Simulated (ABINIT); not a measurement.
# GaP (F-43m) in ABINIT: further runs

Aim: see how the results for GaP move with the level of theory and the settings. Levels: PBE, PBE+D3, PBE+D3(BJ), PBE+D4. Tasks: equation of state.

Program: ABINIT 10.8.3 (patched build). These are calculated values, not measurements. Logs are shortened: lines on timing, memory, paths and dates and some standing lists are left out, and cuts for length are marked. The log counts tension as positive stress, the text compression.

**What was measured.**

“Phosphorous dimerization in GaP at high pressure”, 2017, arxiv:1709.06667 reports, for a bulk crystal of GaP: bulk modulus 87.5 ± 0.6 GPa.

The results are compared with them further down.

## 1. The structure

The structure is cubic, space group F-43m (No. 216). The conventional cell has a = 5.451 Å, b = 5.451 Å, c = 5.451 Å, α = 90.00°, β = 90.00°, γ = 90.00°. Around Ga (site symmetry -43m) lie 4 P at 2.36 Å. Around P (site symmetry -43m) lie 4 Ga at 2.36 Å.

## 2. Equation of state, PBE

Input file run.py:

```python
import json, os
import numpy as np
from ase.eos import EquationOfState
from ase.units import GPa
from ase.calculators.abinit import Abinit, AbinitProfile
from ase import Atoms

atoms = Atoms(['Ga', 'P'],
              cell=[[0.0, 2.72525, 2.72525], [2.72525, 0.0, 2.72525], [2.72525, 2.72525, 0.0]],
              scaled_positions=[[0.0, 0.0, 0.0], [0.75, 0.75, 0.75]],
              pbc=True)

profile = AbinitProfile(command='abinit', pp_paths=[os.path.abspath('pseudos')])
params = dict(
    pps='pawxml', xc='PBE',
    ecut=544.2277,
    pawecutdg=1088.4554,
    pawxcdev=0,
    kptopt=1,
    ngkpt=[8, 8, 8],
    nshiftk=1,
    shiftk=[0.0, 0.0, 0.0],
    ixc=11,
    nband=13,
    occopt=3,
    tsmear=0.05,
    nstep=100,
    tolvrs=1e-09,
    prtwf=0,
    prtden=0,
)

cell0 = atoms.cell.copy()
volumes, energies = [], []
for i, x in enumerate([0.94, 0.96, 0.98, 1.0, 1.02, 1.04, 1.06]):
    atoms.set_cell(cell0 * x ** (1 / 3), scale_atoms=True)
    atoms.calc = Abinit(profile=profile, directory=f'v{i}', **params)
    volumes.append(atoms.get_volume() / len(atoms))
    energies.append(atoms.get_potential_energy(force_consistent=True) / len(atoms))
    print(f'{x:5.2f} {volumes[-1]:10.5f} A^3/atom {energies[-1]:14.6f} eV/atom', flush=True)
    json.dump(dict(volumes=volumes, energies=energies), open('results.json', 'w'))
v0, e0, b0 = EquationOfState(volumes, energies, eos='birchmurnaghan').fit()
print(f'V0 {v0:.4f} A^3/atom  E0 {e0:.6f} eV/atom  B0 {b0 / GPa:.2f} GPa')
```

Potentials or basis: JTH PAW PBE v2.0.

The run is started by

```
$ python run.py
```

The log of the run:

```text
0.94   19.02597 A^3/atom   -1166.980641 eV/atom
 0.96   19.43078 A^3/atom   -1166.999903 eV/atom
 0.98   19.83559 A^3/atom   -1167.013777 eV/atom
 1.00   20.24040 A^3/atom   -1167.022630 eV/atom
 1.02   20.64521 A^3/atom   -1167.027022 eV/atom
 1.04   21.05001 A^3/atom   -1167.027425 eV/atom
 1.06   21.45482 A^3/atom   -1167.024180 eV/atom
V0 20.8871 A^3/atom  E0 -1167.027727 eV/atom  B0 77.27 GPa
```

abinit.in:

```text
ecut 544.2277 eV
ixc 11
kptopt 1
natom 2
nband 13
ngkpt
8 8 8
nshiftk 1
nsppol 1
nstep 100
occopt 3
pawecutdg 1088.4554 eV
pawxcdev 0
prtden 0
prtwf 0
shiftk
0.0 0.0 0.0
tolvrs 1e-09
tsmear 0.05 eV
#Definition of the unit cell
acell
1.00000000000000 1.00000000000000 1.00000000000000 Angstrom
rprim
0.00000000000000 2.77869984430615 2.77869984430615
2.77869984430615 0.00000000000000 2.77869984430615
2.77869984430615 2.77869984430615 0.00000000000000
chkprim 0 # Allow non-primitive cells
#Definition of the atom types
ntypat 2
znucl 15 31
#Enumerate different atomic species
typat
 2 1
pseudos "./pseudos/P.GGA_PBE-JTH.xml,
./pseudos/Ga.GGA_PBE-JTH.xml"
#Definition of the atoms
xcart
0.00000000000000 0.00000000000000 0.00000000000000
7.87647253746649 7.87647253746649 7.87647253746649
chkexit 1 # abinit.exit file in the running directory terminates after the current SCF
```

abinit.abo:

```text
.Version 10.8.3 of ABINIT
 Symmetries : space group F-4 3 m (#216); Bravais cF (face-center cubic)
================================================================================
 Values of the parameters that define the memory need of the present run
     intxc =       0    ionmov =       0      iscf =      17    lmnmax =      18
     lnmax =       6     mgfft =      30  mpssoang =       3    mqgrid =    3001
     natom =       2  nloc_mem =       2    nspden =       1   nspinor =       1
    nsppol =       1      nsym =      24    n1xccc =       1    ntypat =       2
    occopt =       3   xclevel =       2
       mpw =        1254          nfft =       27000          nkpt =          29
 PAW method is used; the additional fine FFT grid is defined by:
   mgfftf=        45    nfftf =     91125
================================================================================
================================================================================

--------------------------------------------------------------------------------
------------- Echo of variables that govern the present computation ------------
--------------------------------------------------------------------------------
 -outvars: echo values of preprocessed input variables --------
            acell      1.8897261259E+00  1.8897261259E+00  1.8897261259E+00 Bohr
              amu      3.09737620E+01  6.97230000E+01
          chkexit           1
          chkprim           0
             ecut      1.99999991E+01 Hartree
              ixc          11
         kptrlatt        8    0    0      0    8    0      0    0    8
          kptrlen      5.94080762E+01
            natom           2
            nband          13
            ngfft          30      30      30
          ngfftdg          45      45      45
             nkpt          29
            nstep         100
             nsym          24
           ntypat           2
           occopt           3
        pawecutdg      3.99999982E+01 Hartree
         pawxcdev           0
           prtden           0
            prtwf           0
            rprim      0.0000000000E+00  2.7786998443E+00  2.7786998443E+00
                       2.7786998443E+00  0.0000000000E+00  2.7786998443E+00
                       2.7786998443E+00  2.7786998443E+00  0.0000000000E+00
          spgroup         216
           tolvrs      1.00000000E-09
           tsmear      1.83746611E-03 Hartree
            typat      2  1
           useylm           1
           xangst      0.0000000000E+00  0.0000000000E+00  0.0000000000E+00
                       4.1680497665E+00  4.1680497665E+00  4.1680497665E+00
            xcart      0.0000000000E+00  0.0000000000E+00  0.0000000000E+00
                       7.8764725378E+00  7.8764725378E+00  7.8764725378E+00
             xred      0.0000000000E+00  0.0000000000E+00  0.0000000000E+00
                       7.5000000000E-01  7.5000000000E-01  7.5000000000E-01
            znucl       15.00000   31.00000

================================================================================

 chkinp: Checking input parameters for consistency.

================================================================================
== DATASET  1 ==================================================================

--- !DatasetInfo
iteration_state: {dtset: 1, }
dimensions: {natom: 2, nkpt: 29, mband: 13, nsppol: 1, nspinor: 1, nspden: 1, mpw: 1254, }
cutoff_energies: {ecut:  20.0, pawecutdg:  40.0, }
electrons: {nelect:   1.80000000E+01, charge:   0.00000000E+00, occopt:   3.00000000E+00, tsmear:   1.83746611E-03, }
meta: {optdriver: 0, ionmov: 0, optcell: 0, iscf: 17, paral_kgb: 0, }
...

 Exchange-correlation functional for the present dataset will be:
  GGA: Perdew-Burke-Ernzerhof functional - ixc=11
  J.P.Perdew, K.Burke, M.Ernzerhof, PRL 77, 3865 (1996)

[... 85 lines left out ...]
- [  0.0000E+00,   0.0000E+00,   0.0000E+00, Ga]
- [  7.5000E-01,   7.5000E-01,   7.5000E-01,  P]
cartesian_forces: # hartree/bohr
- [ -4.44773488E-47,   1.60246537E-30,   4.44773488E-47, ]
- [  4.44773488E-47,  -1.60246537E-30,  -4.44773488E-47, ]
force_length_stats: {min:   1.60246537E-30, max:   1.60246537E-30, mean:   1.60246537E-30, }
...

 Integrated electronic density in atomic spheres:
 ------------------------------------------------
 Atom  Sphere_radius  Integrated_density
    1        2.10359         11.03361893
    2        1.60765          1.57887853

================================================================================

 ----iterations are completed or convergence reached----

 Mean square residual over all n,k,spin=   37.092E-07; max=  13.983E-04
 reduced coordinates (array xred) for    2 atoms
       0.000000000000      0.000000000000      0.000000000000
       0.750000000000      0.750000000000      0.750000000000
 rms dE/dt=  9.7162E-30; max dE/dt=  1.6829E-29; dE/dt below (all hartree)
    1       0.000000000000      0.000000000000      0.000000000000
    2       0.000000000000      0.000000000000      0.000000000000

 cartesian coordinates (angstrom) at end:
    1      0.00000000000000     0.00000000000000     0.00000000000000
    2      4.16804976645922     4.16804976645922     4.16804976645922

 cartesian forces (hartree/bohr) at end:
    1     -0.00000000000000     0.00000000000000     0.00000000000000
    2      0.00000000000000    -0.00000000000000    -0.00000000000000
 frms,max,avg= 9.2518381E-31 1.6024654E-30   0.000E+00  0.000E+00  0.000E+00 h/b

 cartesian forces (eV/Angstrom) at end:
    1     -0.00000000000000     0.00000000000000     0.00000000000000
    2      0.00000000000000    -0.00000000000000    -0.00000000000000
 frms,max,avg= 4.7574864E-29 8.2402082E-29   0.000E+00  0.000E+00  0.000E+00 e/A
 length scales=  1.889726125908  1.889726125908  1.889726125908 bohr
              =  1.000000000000  1.000000000000  1.000000000000 angstroms
 Fermi (or HOMO) energy (hartree) =   0.19219   Average Vxc (hartree)=  -0.33437
 Eigenvalues (hartree) for nkpt=  29  k points:
 kpt#   1, nband= 13, wtk=  0.00195, kpt=  0.0000  0.0000  0.0000 (reduced coord)
  -0.36471   -0.36471   -0.36471   -0.36174   -0.36174   -0.27711    0.16648    0.16648
   0.16648    0.21609    0.30975    0.30975    0.30975
      occupation numbers for kpt#   1
   2.00000    2.00000    2.00000    2.00000    2.00000    2.00000    2.00000    2.00000
   2.00000    0.00000    0.00000    0.00000    0.00000
 prteigrs : prtvol=0 or 1, do not print more k-points.

--- !EnergyTerms
iteration_state     : {dtset: 1, }
comment             : Components of total free energy in Hartree
kinetic             :  7.38614279017677E+00
hartree             :  2.82447079190027E+01
xc                  : -3.84746407734273E+00
Ewald energy        : -4.73109114066100E+01
psp_core            :  1.49574404403711E+00
local_psp           : -7.34761524051193E+01
PAW spherical_terms :  1.73323800205175E+00
internal            : -8.57746951338037E+01
'-kT*entropy'       : -6.02847966434024E-10
total_energy        : -8.57746951344066E+01
total_energy_eV     : -2.33404835943360E+03
...

--- !EnergyTermsDC
iteration_state     : {dtset: 1, }
comment             : '"Double-counting" decomposition of free energy'
band_energy         : -3.74776689838096E+00
Ewald energy        : -4.73109114066100E+01
psp_core            :  1.49574404403711E+00
xc_dc               : -2.76714238293444E+01
PAW spherical_terms : -8.54033475007024E+00
internal            : -8.57746928403685E+01
'-kT*entropy'       : -6.02847966434024E-10
total_energy_dc     : -8.57746928409714E+01
total_energy_dc_eV  : -2.33404829702605E+03
...

--- !EnergyTermsWithPAWCore
iteration_state     : {dtset: 1, }
comment             : 'Components of total free energy, including PAW core contributions'
Total energy        : -2.28617364555802E+03
Total energy DC     : -2.28617364326458E+03
Total energy (eV)   : -6.22099540946617E+04
Total energy DC (eV): -6.22099540322541E+04
...

 Cartesian components of stress tensor (hartree/bohr^3)
  sigma(1 1)=  6.72067311E-05  sigma(3 2)=  0.00000000E+00
  sigma(2 2)=  6.72067311E-05  sigma(3 1)=  0.00000000E+00
  sigma(3 3)=  6.72067311E-05  sigma(2 1)=  0.00000000E+00

-Cartesian components of stress tensor (GPa)         [Pressure= -1.9773E+00 GPa]
- sigma(1 1)=  1.97729029E+00  sigma(3 2)=  0.00000000E+00
- sigma(2 2)=  1.97729029E+00  sigma(3 1)=  0.00000000E+00
- sigma(3 3)=  1.97729029E+00  sigma(2 1)=  0.00000000E+00

== END DATASET(S) ==============================================================
================================================================================

 -outvars: echo values of variables after computation  --------
            acell      1.8897261259E+00  1.8897261259E+00  1.8897261259E+00 Bohr
           etotal     -8.5774692841E+01
            fcart     -4.4477348763E-47  1.6024653705E-30  4.4477348763E-47
                       4.4477348763E-47 -1.6024653705E-30 -4.4477348763E-47
            rprim      0.0000000000E+00  2.7786998443E+00  2.7786998443E+00
                       2.7786998443E+00  0.0000000000E+00  2.7786998443E+00
                       2.7786998443E+00  2.7786998443E+00  0.0000000000E+00
           strten      6.7206731099E-05  6.7206731099E-05  6.7206731099E-05
                       0.0000000000E+00  0.0000000000E+00  0.0000000000E+00
           xangst      0.0000000000E+00  0.0000000000E+00  0.0000000000E+00
                       4.1680497665E+00  4.1680497665E+00  4.1680497665E+00
             xred      0.0000000000E+00  0.0000000000E+00  0.0000000000E+00
                       7.5000000000E-01  7.5000000000E-01  7.5000000000E-01
 Calculation completed.
```

Run time: 1.7 min. Hardware: 1 thread of Arm Neoverse V1, shared host; peak memory 0.11 GiB.

What came out:

```yaml
Equilibrium_volume: 20.89 Å³/atom
Bulk_modulus: 77 GPa
Pressure_derivative_of_the_bulk_modulus: 4.3
```

Energy against volume, from the lowest point:
```tsv
volume (Å³/atom)	energy (meV/atom)
19.026	46.78
19.431	27.52
19.836	13.65
20.240	4.79
20.645	0.40
21.050	0.00
21.455	3.25
```

Caveat: pressures at fixed basis lie under the slope of the energies; the log and the count of SCF iterations are those of the last ABINIT call alone.

## 3. Equation of state, PBE+D3

Edit run.py of step 2 so:

```diff
@@ -4,2 +4,4 @@
 from ase.units import GPa
+from ase.calculators.mixing import SumCalculator
+from dftd3.ase import DFTD3
 from ase.calculators.abinit import Abinit, AbinitProfile
@@ -36,5 +38,6 @@
     atoms.set_cell(cell0 * x ** (1 / 3), scale_atoms=True)
-    atoms.calc = Abinit(profile=profile, directory=f'v{i}', **params)
+    atoms.calc = SumCalculator([Abinit(profile=profile, directory=f'v{i}', **params), DFTD3(method='pbe', damping='d3zero')])
     volumes.append(atoms.get_volume() / len(atoms))
-    energies.append(atoms.get_potential_energy(force_consistent=True) / len(atoms))
+    dft, disp = atoms.calc.mixer.calcs
+    energies.append((dft.get_property('free_energy', atoms) + disp.get_property('energy', atoms)) / len(atoms))
     print(f'{x:5.2f} {volumes[-1]:10.5f} A^3/atom {energies[-1]:14.6f} eV/atom', flush=True)
```

Potentials or basis: JTH PAW PBE v2.0.

The run is started by

```
$ python run.py
```

Wall time 1.7 min (1 thread of Arm Neoverse V1, shared host); peak memory 0.11 GiB.

It converged, with:

- Equilibrium volume: 20.49 Å³/atom
- Bulk modulus: 80 GPa
- Pressure derivative of the bulk modulus: 4.2

Energy against volume, from the lowest point:
| volume (Å³/atom) | energy (meV/atom) |
| --- | --- |
| 19.026 | 29.63 |
| 19.431 | 14.86 |
| 19.836 | 5.27 |
| 20.240 | 0.49 |
| 20.645 | 0.00 |
| 21.050 | 3.32 |
| 21.455 | 10.14 |

Caveat: pressures at fixed basis lie under the slope of the energies; the log and the count of SCF iterations are those of the last ABINIT call alone.

## 4. Equation of state, PBE+D3(BJ)

Edit run.py of step 3 so:

```diff
@@ -38,3 +38,3 @@
     atoms.set_cell(cell0 * x ** (1 / 3), scale_atoms=True)
-    atoms.calc = SumCalculator([Abinit(profile=profile, directory=f'v{i}', **params), DFTD3(method='pbe', damping='d3zero')])
+    atoms.calc = SumCalculator([Abinit(profile=profile, directory=f'v{i}', **params), DFTD3(method='pbe', damping='d3bj')])
     volumes.append(atoms.get_volume() / len(atoms))
@@ -44,3 +44,3 @@
     json.dump(dict(volumes=volumes, energies=energies), open('results.json', 'w'))
-v0, e0, b0 = EquationOfState(volumes, energies, eos='birchmurnaghan').fit()
+v0, e0, b0 = EquationOfState(volumes, energies, eos='sjeos').fit()
 print(f'V0 {v0:.4f} A^3/atom  E0 {e0:.6f} eV/atom  B0 {b0 / GPa:.2f} GPa')
```

The run is started by

```
$ python run.py
```

It took 1.7 min on 1 thread of Arm Neoverse V1, shared host; peak memory 0.11 GiB.

The run converged. Its results:

```yaml
Equilibrium_volume: 20.21 Å³/atom
Bulk_modulus: 84 GPa
Pressure_derivative_of_the_bulk_modulus: 4.3
```

Energy against volume, from the lowest point:
```tsv
volume (Å³/atom)	energy (meV/atom)
19.026	20.18
19.431	8.47
19.836	1.86
20.240	0.00
20.645	2.36
21.050	8.45
21.455	17.97
```

Caveat: pressures at fixed basis lie under the slope of the energies; the log and the count of SCF iterations are those of the last ABINIT call alone.

(Part 1 of 2 ends here.)
